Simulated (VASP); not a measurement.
**BAs: dielectric tensor with PBE**

Crystal: BAs.

```
B As
1.0
     0.00000    2.40817    2.40817
     2.40817    0.00000    2.40817
     2.40817    2.40817    0.00000
B As
1 1
Direct
  0.75000 0.75000 0.75000
  0.00000 0.00000 0.00000
```

The cell is a database's computed one.

```json
{
 "Program": "VASP 6.6.1",
 "Task": "dielectric tensor",
 "Functional": "PBE",
 "Potentials or basis": "VASP PAW PBE potentials, release 64 (B, As)",
 "Cutoff": "450 eV",
 "k mesh": "12 × 12 × 12",
 "Occupations": "gaussian, width 0.02 eV",
 "Spin": "no spin polarisation",
 "Further INCAR settings": "ALGO = Fast; EDIFF = 1e-08; IBRION = 8"
}
```

```json
{
  "Band gap on the k mesh": "1.21 eV, indirect (least direct gap 3.25 eV)",
  "Electronic dielectric tensor (diagonal)": "9.90",
  "Born charges (mean of the diagonal)": "B -0.46; As +0.46 e",
  "Highest phonon frequency at Γ, LO-TO splitting left out": "679 cm⁻¹"
}
```

Levels at points of the mesh, in eV from the valence-band top:
```tsv
k point	band 1	band 2	band 3	band 4	band 5	band 6	band 7	band 8
(0.00, 0.00, 0.00)	-15.18	0.00	0.00	0.00	3.25	3.25	3.25	4.38
(0.50, 0.00, 0.00)	-12.40	-8.61	-1.78	-1.78	2.55	4.75	4.75	8.82
(0.50, 0.50, 0.00)	-11.12	-8.39	-3.98	-3.98	1.46	1.46	11.13	11.13
```

Phonon frequencies in cm⁻¹ (negative: imaginary):
```csv
q point,frequencies
"(0.000, 0.000, 0.000)",0 0 0 679 679 679
```

Electronic dielectric tensor:
```
9.90 0.00 0.00
0.00 9.90 0.00
0.00 0.00 9.90
```

Born effective charge tensors (e):
atom 1, B
```
-0.46  0.00  0.00
 0.00 -0.46  0.00
 0.00  0.00 -0.46
```
atom 2, As
```
0.46 0.00 0.00
0.00 0.46 0.00
0.00 0.00 0.46
```

Wall time 3.5 min on 2 MPI ranks on AMD EPYC 7R43 64-Core Processor (Zen 3), on a shared host, peak memory 0.23 GiB a rank.

A k mesh can miss the band edges. A hybrid or GW would open this gap; PBE tends to underestimate it.
